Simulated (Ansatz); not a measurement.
What DFT gives for Be

```
Be
1.0
    -1.27397    1.27397    1.27397
     1.27397   -1.27397    1.27397
     1.27397    1.27397   -1.27397
Be
1
Direct
  0.00000 0.00000 0.00000
```

Single point in Ansatz 0.2.0 with PBE, no spin polarisation. Cutoff 420 eV, PAW datasets, 18×18×18 Γ-centred k mesh, fermi-dirac filling (width 0.1 eV).

(1) Is there a gap?

(2) What does the stress say?

Origin: a known structure type with other elements, at an estimated volume, so it need not be a known compound.

Answers

(1) It is a metal, with about 0.12 states/eV a cell as the mean within 0.25 eV of the Fermi level.

(2) The pressure is -6.3 GPa (compression positive), so with the atoms held at these fractions the cell would first shrink.
